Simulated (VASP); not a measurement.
Set up this calculation in VASP 6.6.1, as the native input.

```
Task                   : relaxation of cell and atoms
Functional             : LDA
Potentials or basis    : VASP PAW LDA potentials, release 64 (W_sv, C)
Cutoff                 : 600 eV
k mesh                 : 6 × 6 × 6
Occupations            : fermi-dirac, width 0.05 eV
Spin                   : no spin polarisation
Target pressure        : 20 GPa
Further INCAR settings : ALGO = Normal; EDIFF = 1e-06; IBRION = 2; EDIFFG = -0.02; NSW = 60; ISIF = 3
Target pressure        : 20 GPa
```

The structure of WC lies in POSCAR:

```
WC
1.0
    0.0000000000      2.8868000000      2.8868000000
    2.8868000000      0.0000000000      2.8868000000
    2.8868000000      2.8868000000      0.0000000000
W C
2 2
Direct
    0.5000000000      0.5000000000      0.5000000000
    0.7500000000      0.7500000000      0.7500000000
    0.0000000000      0.0000000000      0.0000000000
    0.2500000000      0.2500000000      0.2500000000
```

The cell was built by a generator and needn't be a form met in nature.

The input as run:

INCAR

```
SYSTEM = WC
ALGO = Normal
EDIFF = 1E-6
EDIFFG = -0.02
ENCUT = 600
IBRION = 2
ISIF = 3
ISMEAR = -1
LASPH = .TRUE.
LCHARG = .FALSE.
LREAL = .FALSE.
LWAVE = .FALSE.
NELM = 80
NSW = 60
PREC = Accurate
PSTRESS = 200
SIGMA = 0.05
```

KPOINTS

```
k-points
0
G
  6 6 6
  0 0 0
```

Potentials or basis: VASP PAW LDA potentials, release 64 (W_sv, C).

Command:

```console
$ cat potpaw_LDA.64/W_sv/POTCAR potpaw_LDA.64/C/POTCAR > POTCAR
$ mpirun -np 1 vasp_std > vasp.out
```

It gave:

The relaxed volume is 10.83 Å³/atom. The relaxed cell is a = 3.942 Å, b = 3.942 Å, c = 3.942 Å, α = 60.00°, β = 60.00°, γ = 60.00° and the space group after relaxing (to 0.05 Å) is Fd-3m (No. 227). The energy change on relaxing (the enthalpy is what falls) is +24.3 meV/atom and the ionic steps are 5. The pressure after relaxing is 20.0 GPa and the band gap on the k mesh is none (metal or under the smearing width).

Caveat: the cell is relaxed towards a set pressure, so the enthalpy falls and the energy may rise.

It took 71 s on 1 thread of Intel(R) Xeon(R) Platinum 8488C (Sapphire Rapids), with other jobs on the host, peak memory 0.18 GiB.
